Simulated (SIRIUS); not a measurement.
Crystal: Si.

```xyz
1
Lattice="2.6623 -0.0362 -0.0068 -1.3625 2.2318 0.0419 -0.0064 0.0418 2.4878" Properties=species:S:1:pos:R:3 pbc="T T T"
Si    0.0000    0.0000    0.0000
```

This isn't the form of Si at room conditions, which is diamond.

Program: SIRIUS 7.10.0. Alike in all runs: task single point; potentials or basis PseudoDojo 0.4.1 PBE standard (scalar relativistic); no spin polarisation; cell as given; k mesh 12 × 12 × 11; cutoff (eV) 490; smearing fermi-dirac 0.05 eV.

Question: Order these runs on this cell by their pressure, lowest first.
A. level BLYP
B. level PBEsol
C. level RPBE
D. level SG4

Answer: D (0.1 GPa), B (1.7 GPa), C (3.6 GPa), A (11.7 GPa).

Caveats: the potentials were made for another functional, which shifts forces and pressure; the potentials were made for a functional far from this one (some runs).
